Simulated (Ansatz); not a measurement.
The system is Au.

```
CELL_PARAMETERS angstrom
0.00000 2.03500 2.03500
2.03500 0.00000 2.03500
2.03500 2.03500 0.00000
ATOMIC_POSITIONS crystal
Au 0.00000 0.00000 0.00000
```

| Item | Value |
| --- | --- |
| Program | Ansatz 0.2.0 |
| Task | relaxation of cell and atoms |
| Functional | PBE |
| Dispersion | D3(BJ) |
| Potentials or basis | all-electron LAPW, scalar-relativistic |
| Basis error allowed | 0.001 eV/atom |
| k mesh | 11 × 11 × 11 |
| Occupations | fermi-dirac, width 0.05 eV |
| Spin | no spin polarisation |

At the start: volume 16.85 Å³/atom.

Task: Where does the relaxation end?

Result: Over 4 steps the energy falls by 5.0 meV/atom and the volume is 17.25 Å³/atom (+2.4 %); space group Fm-3m (No. 225, to 0.05 Å).

The path:
```
step  energy change (eV)  largest force (eV/Å)  volume (Å³)
   1              0.0000                0.0000        16.85
   2             -0.0050                0.0000        17.30
   3             -0.0050                0.0000        17.25
   4             -0.0050                0.0000        17.25
```

Final structure:
```
Au
1.0
     0.00000    2.05097    2.05097
     2.05097    0.00000    2.05097
     2.05097    2.05097    0.00000
Au
1
Direct
  0.00000 0.00000 0.00000
```
